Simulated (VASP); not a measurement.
Li:

```
Li
1.0
    -1.75000    1.75000    1.75000
     1.75000   -1.75000    1.75000
     1.75000    1.75000   -1.75000
Li
1
Direct
  0.00000 0.00000 0.00000
```

* Program: VASP 6.6.1
* Task: relaxation of cell and atoms
* Functional: PBE
* Dispersion: D3(BJ)
* Potentials or basis: VASP PAW PBE potentials, release 64 (Li_sv)
* Cutoff: 600 eV
* k mesh: 16 × 16 × 16
* Occupations: gaussian, width 0.1 eV
* Spin: no spin polarisation

At the start: pressure -2.0 GPa; volume 21.44 Å³/atom.

Task: Where does the relaxation end?

Result: Over 6 steps the energy falls by 23.6 meV/atom and the volume is 18.06 Å³/atom (-15.7 %); space group Im-3m (No. 229, to 0.05 Å).

The path:
```tsv
step	energy change (eV)	largest force (eV/Å)	pressure (GPa)	volume (Å³)
1	0.0000	0.0000	-1.98	21.44
2	-0.0092	0.0000	-1.64	20.63
3	-0.0214	0.0000	-0.71	19.02
4	-0.0099	0.0000	2.40	16.05
5	-0.0235	0.0000	-0.12	18.21
6	-0.0236	0.0000	0.03	18.06
```

Final structure:
```
Li
1.0
    -1.65289    1.65289    1.65289
     1.65289   -1.65289    1.65289
     1.65289    1.65289   -1.65289
Li
1
Direct
  0.00000 0.00000 0.00000
```

Caveat: the cutoff is under 1.25 times the usual one of these potentials, so pressure, stress and relaxed cells hold a basis-set (Pulay) error; the volume moved by over 15 % at a fixed basis, so the end points are rough; the volume moved by -16 % from the deposited cell, more than functionals usually miss; pairwise dispersion overbinds metals, which lowers pressure and volume.
